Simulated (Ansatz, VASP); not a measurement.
O2 in VASP and in Ansatz

Contents of INCAR:

```
PREC = Accurate ; ENCUT = 520
EDIFF = 1E-6 ; ISMEAR = 0
SIGMA = 0.01 ; LREAL = F
LASPH = T ; NELM = 150
ALGO = Fast ; ISIF = 2
LWAVE = F ; LCHARG = F
ISPIN = 2 ; MAGMOM = 1 1
LORBIT = 11 ; GGA = PE
IBRION = 2 ; NSW = 50
EDIFFG = -0.005
```

KPOINTS

```
regular mesh
0
Gamma
  1 1 1
```

Contents of POSCAR:

```
O
1.0
   11.0000000000      0.0000000000      0.0000000000
    0.0000000000     11.5000000000      0.0000000000
    0.0000000000      0.0000000000     12.0000000000
O
2
Direct
    0.5000000000      0.5000000000      0.4487500000
    0.5000000000      0.5000000000      0.5512500000
```

Input for Ansatz:

```yaml
crystal:
  lattice:
    - [11.0, 0.0, 0.0]
    - [0.0, 11.5, 0.0]
    - [0.0, 0.0, 12.0]
  atoms:
    - { symbol: O, position: [0.5, 0.5, 0.44875], spin: 1.0 }
    - { symbol: O, position: [0.5, 0.5, 0.55125], spin: 1.0 }
basis:
  ecutwfc: 420
kpoints:
  mp_grid: { grid: [1, 1, 1] }
hamiltonian:
  xc: pbe
scf:
  occupations: { method: gaussian, width: 0.01 }
output:
  forces: true
  stress: false
  eigenvalues: true
  populations: true
magnetization:
  spin_polarized: true
relax:
  adjacent_minimum: "off"
  f_tol: 0.005
  max_steps: 30
```

Alike in both runs: task relaxation of the atoms; functional PBE; k mesh 1 × 1 × 1; occupations gaussian, width 0.01 eV; collinear spin.

```csv
,VASP,Ansatz
version,VASP 6.6.1,Ansatz 0.2.0
potentials or method,"VASP PAW PBE potentials, release 64 (O)","scalar-relativistic, plane waves, PAW"
plane-wave cutoff (eV),520,420
valence electrons in the cell,12,12
```

|  | VASP | Ansatz | Ansatz less VASP |
| --- | --- | --- | --- |
| gap on the k mesh at the Fermi level, each at its own relaxed structure (eV) | 2.30 | 2.29 | -0.017 |
| net moment per atom (μB) | 1.00 | 1.00 | 0.000 |
| size of the moment on the site where the two differ most (μB) | 0.81 | 0.56 | -0.254 |
| energy change over the relaxation (meV/atom) | 0 | -2 | -2.2 |

Site moments also hang on the region over which each program counts them.

Caveats: the standard files for N, O and F lose accuracy on very short bonds. As with any semilocal functional, this PBE gap is likely too small.
